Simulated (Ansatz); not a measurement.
Computed with DFT PBE, scalar-relativistic, plane waves, PAW in Ansatz. Settings: cutoff 420 eV, Γ-centred meshes spaced at most about 0.3 Å⁻¹ (2π included), Gaussian smearing. No spin polarisation.

Temperature and zero-point effects are left out.

Two relaxed structures of SiGe3:

A.

```
CELL_PARAMETERS angstrom
-2.83824 2.83824 5.67705
2.83824 -2.83824 5.67705
2.83824 2.83824 -5.67705
ATOMIC_POSITIONS crystal
Si 0.00000 0.00000 0.00000
Si 0.75000 0.25000 0.50000
Ge 0.63405 0.62500 0.50905
Ge 0.50000 0.50000 0.00000
Ge 0.11595 0.12500 0.49095
Ge 0.37500 0.88405 0.00905
Ge 0.87500 0.36595 0.99095
Ge 0.25000 0.75000 0.50000
```

B.

```
CELL_PARAMETERS angstrom
4.01493 2.31802 3.27731
-4.01493 2.31802 3.27731
0.00000 -4.63605 3.27731
ATOMIC_POSITIONS crystal
Si 0.87813 0.87813 0.87813
Si 0.12187 0.12187 0.12187
Ge 0.87821 0.37178 0.37178
Ge 0.62822 0.62822 0.12179
Ge 0.62822 0.12179 0.62822
Ge 0.37178 0.37178 0.87821
Ge 0.12179 0.62822 0.62822
Ge 0.37178 0.87821 0.37178
```

Task: Which arrangement of the elements on these sites is preferred, and by what margin?

Result: They are level within the accuracy (under 1 meV/atom apart). The two share one framework of sites and differ in which element sits where. A has Si and Ge ordered on diamond sites, space group I-42d (No. 122), 22.9 Å³/atom and a gap of 0.37 eV on its mesh; B has Si and Ge ordered on diamond sites, space group R-3m (No. 166), 22.9 Å³/atom and a gap of 0.16 eV. Counting Ge atoms around Si (those within 1.25 times the shortest such distance or 1.15 times the sum of covalent radii), A has Si 4 and B has Si 3. Both come from invented guesses.

Kohn–Sham gaps at this level usually fall short of measured ones. Cells relaxed within their symmetry can be saddle points.
